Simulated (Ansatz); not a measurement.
Crystal: Mn3Si.

```xyz
4
Lattice="0.0000 2.8610 2.8610 2.8610 0.0000 2.8610 2.8610 2.8610 0.0000" Properties=species:S:1:pos:R:3 pbc="T T T"
Mn    4.2915    4.2915    4.2915
Mn    1.4305    1.4305    1.4305
Mn    2.8610    2.8610    2.8610
Si    0.0000    0.0000    0.0000
```

Base run:

| Property | Result |
| --- | --- |
| Program | Ansatz 0.2.0 |
| Functional | PBEsol |
| Potentials or basis | Ansatz PAW |
| Cutoff | 420 eV |
| Density cutoff | 1680 eV |
| k mesh | 8 × 8 × 8 |
| Occupations | fermi-dirac, width 0.05 eV |
| Spin | collinear spin, ferromagnetic start |
| Starting moments | [4.0, 4.0, 4.0, 0.0] μB |

Its results: band gap on the k mesh none (metal or under the smearing width); pressure -15.9 GPa; net moment 1.01 μB per cell; site moments Mn -0.82, +2.56; Si +0.04 μB.

Task: The run is repeated on the same cell with these changes: functional from PBEsol to r2SCAN; cutoff from 420 eV to 500 eV; density cutoff from 1680 eV to 2000 eV. What comes out?

Result: Band gap on the k mesh none (metal or under the smearing width); pressure -9.3 GPa; net moment 3.44 μB per cell; site moments Mn -0.75, +2.29, +1.88; Si -0.03 μB.

Caveats: the PAW data sets come from PBE, with cores solved anew for the run's functional, which leaves a small shift of forces and pressure; so large a pressure means that the cell lies far from this level's equilibrium, or that cutoff or potentials fall short (some runs); the magnetic or orbital state may not be the lowest (some runs).

Not every run made on this cell is shown here.
